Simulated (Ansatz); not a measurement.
**InPd in Ansatz: the effect of functional**

InPd:

```xyz
2
Lattice="3.2936 0.0000 0.0000 0.0000 3.2936 0.0000 0.0000 0.0000 3.2936" Properties=species:S:1:pos:R:3 pbc="T T T"
In    0.0000    0.0000    0.0000
Pd    1.6468    1.6468    1.6468
```

The cell comes from a database or a generator and needn't be the stable form of this composition.

The cell isn't the ideal one: volume scaled by 1.02.

Alike in all runs:

* Program: Ansatz 0.2.0
* Task: single point
* Potentials or basis: Ansatz PAW
* k mesh: 8 × 8 × 8
* Occupations: fermi-dirac, width 0.05 eV
* Spin: no spin polarisation

| functional | cutoff | pressure (GPa) |
| --- | --- | --- |
| LDA | 420 eV (not typed: the program's choice for these potentials) | -9.2 |
| r2SCAN | 500 eV (not typed: the program's choice for these potentials) | ? |
| PBE | 420 eV (not typed: the program's choice for these potentials) | 1.1 |

**Question.** What does the run with functional r2SCAN give?

**Answer.** Pressure -3.0 GPa.

Caveats: the PAW data sets come from PBE, with cores solved anew for the run's functional, which leaves a small shift of forces and pressure (some runs).
